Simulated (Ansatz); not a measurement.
# Mo in Ansatz: convergence with ecutrho ratio

Mo:

```
Mo
1.0
    -1.58381    1.58381    1.58381
     1.58381   -1.58381    1.58381
     1.58381    1.58381   -1.58381
Mo
1
Cartesian
  0.0000 0.0000 0.0000
```

```yaml
Program: Ansatz 0.2.0
Task: convergence study
Functional: HSE06
Potentials_or_basis: SPMS NC
Cutoff: 626 eV
Density_cutoff: 2503 eV
k_mesh: 6 × 6 × 6
Occupations: methfessel-paxton, width 0.05 eV
Spin: no spin polarisation
```

These are the settings of the first run; the series varies ecutrho ratio, with any setting tied to it.

Hardware: 2 threads of Intel(R) Xeon(R) Processor @ 2.50GHz (Skylake/Cascade Lake) (shared host).

| ecutrho ratio | energy less the tightest run, at zero smearing (meV/atom) | SCF cycles | CPU time (s) | peak memory (GiB) |
| --- | --- | --- | --- | --- |
| 4 | 0.00 | 18 | 12 | 0.37 |
| 5 | 0.00 | 18 | 12 | 0.38 |
| 6 | 0.00 | 18 | 12 | 0.38 |
| 8 | 0.00 | 18 | 13 | 0.38 |
| 10 | 0.00 | 18 | 13 | 0.39 |
| 12 | 0.00 | 18 | 13 | 0.39 |

Against the tightest run, the energy stays within 1 meV/atom from 4 on. The tightest run that finished is the yardstick and may itself not be fully converged.

Caveat, for the tightest run too: the k mesh is coarse (spacing up to 0.47 Å⁻¹), so the values aren't converged, least of all with exact exchange.
